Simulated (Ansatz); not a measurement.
A trial cell of LiCl went into the relaxation workflow.

A trial structure of LiCl was built thus: random cell by space group and Wyckoff sites (Pmmm, No. 47). The dimensions are guesses.

```cif
data_structure
_symmetry_space_group_name_H-M 'Pmmm'
_symmetry_Int_Tables_number 47
_cell_length_a 2.0134
_cell_length_b 4.9265
_cell_length_c 7.5228
_cell_angle_alpha 90.000
_cell_angle_beta 90.000
_cell_angle_gamma 90.000
_cell_volume 74.62
loop_
_atom_site_label
_atom_site_type_symbol
_atom_site_symmetry_multiplicity
_atom_site_Wyckoff_symbol
_atom_site_fract_x
_atom_site_fract_y
_atom_site_fract_z
_atom_site_occupancy
Li1 Li 2 r 0.00000 0.50000 0.76933 1
Cl1 Cl 1 c 0.00000 0.00000 0.50000 1
Cl2 Cl 1 g 0.00000 0.50000 0.50000 1
```

Theory: Ansatz 0.2.0, DFT PBE, scalar-relativistic, plane waves, PAW.

Input of the final relaxation:

```yaml
crystal:
  lattice:
    - [3.6787150025, 0.0, 0.0]
    - [0.0, 7.1372608544, 0.0]
    - [0.0, 0.0, 7.937766261]
  atoms:
    - { symbol: Li, position: [0.0, 0.5, 0.7586664476] }
    - { symbol: Li, position: [0.0, 0.5, 0.2413335524] }
    - { symbol: Cl, position: [0.0, 0.0, 0.5] }
    - { symbol: Cl, position: [0.0, 0.5, 0.5] }
basis:
  ecutwfc: 420
kpoints:
  mp_grid: { grid: [12, 8, 6] }
hamiltonian:
  xc: pbe
scf:
  occupations: { method: gaussian, width: 0.1 }
output:
  forces: true
  stress: true
  eigenvalues: true
relax:
  adjacent_minimum: "off"
  f_tol: 0.01
  max_steps: 80
  cell: { stress_tol: 0.05 }
```

```bash
ansatz run input.yaml --threads 1 --pin off --max-ram 2048MiB --backend cpu --events-out ev --progress --plain --runs-dir out
```

Last lines of the log:

```
  atom   1  Li     0.00000000     0.00000000     0.00752067
  atom   2  Li     0.00000000     0.00000000    -0.00752067
  atom   3  Cl     0.00000000     0.00000000     0.00000000
  atom   4  Cl     0.00000000     0.00000000     0.00000000
--- Stress (GPa, compression-positive) ---
       -0.001934       0.000000       0.000000
        0.000000      -0.008239       0.000000
        0.000000       0.000000       0.002360
  P = ⅓ Tr σ = -0.0026 GPa (-0.026 kbar)
--- Band table (eV; the first three rows and the last of 140) ---
  k-point 0: bands = ["-51.0254", "-51.0250", "-17.6156", "-14.4456", "-6.9547", "-5.7076", "-5.6155", "-2.9765", "-2.7594", "-2.4650", "-1.2232", "-0.6326", "0.9024", "1.0092"]
  k-point 1: bands = ["-51.0253", "-51.0249", "-17.6156", "-14.4456", "-6.9546", "-5.7075", "-5.6155", "-2.9770", "-2.7593", "-2.4650", "-1.1962", "-0.6870", "0.9541", "0.9675"]
  k-point 2: bands = ["-51.0253", "-51.0249", "-17.6156", "-14.4456", "-6.9546", "-5.7075", "-5.6155", "-2.9779", "-2.7593", "-2.4650", "-1.1214", "-0.8110", "0.8879", "1.0842"]
  k-point 139: bands = ["-51.0254", "-51.0251", "-17.6136", "-14.4544", "-6.9511", "-5.7042", "-5.4222", "-3.0000", "-2.8772", "-2.7883", "-0.7553", "-0.5263", "0.5576", "0.6242"]
End of that report.
Error: SIGTERM received: cancelled by the caller after 4 completed SCF iterations
```

Question: How did the run end?

Answer: The run was cut off at its time limit. It had made 35 ionic steps, with the energy down by 0.163 eV/atom and the largest force component at 0.008 eV/Å. The volume went from 52.1 to 171.4 Å³/atom. No property of the compound can be read from it.

Time: 22 min on 1 thread of Arm Neoverse V2 (shared host), peak memory 1.5 GiB.
